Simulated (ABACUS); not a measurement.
# TiC under changes of volume

One of the cells (10.158 Å³/atom); the others are scaled copies at fixed shape and fractional positions:

```xyz
2
Lattice="0.0000 2.1657 2.1657 2.1657 0.0000 2.1657 2.1657 2.1657 0.0000" Properties=species:S:1:pos:R:3 pbc="T T T"
Ti    0.0000    0.0000    0.0000
C     2.1657    2.1657    2.1657
```

The cell is a database's computed one.

* Program: ABACUS 3.10.1
* Functional: PBEsol
* Potentials or basis: PseudoDojo NC SR 0.4.1 PBEsol standard
* Cutoff: 1143 eV
* Density cutoff: 4572 eV
* Basis: plane waves
* k mesh: 11 × 11 × 11
* Occupations: fermi-dirac, width 0.05 eV
* Spin: no spin polarisation

```csv
volume (Å³/atom),energy over the lowest point (meV/atom),pressure (GPa)
9.548,?,?
9.752,1.74,4.2
9.955,0.00,-1.5
10.158,5.06,-6.5
10.361,16.26,-11.2
10.564,32.99,-15.3
10.767,54.72,-19.0
```

Task: What does the run at 9.548 Å³/atom give?

Result: Energy over the lowest point 11.01 meV/atom; pressure 10.4 GPa.

Worked out: A Birch-Murnaghan fit of order 3 (a polynomial in V^(-2/3)) to the other rows has its minimum at 9.90 Å³/atom with B0 = V·E''(V) = 269 GPa and B' = 4.0. It gives 11.09 meV/atom at 9.548 Å³/atom, against the run's 11.01, and -dE/dV = 10.5 GPa, against 10.4.

Energies are extrapolated to zero smearing.
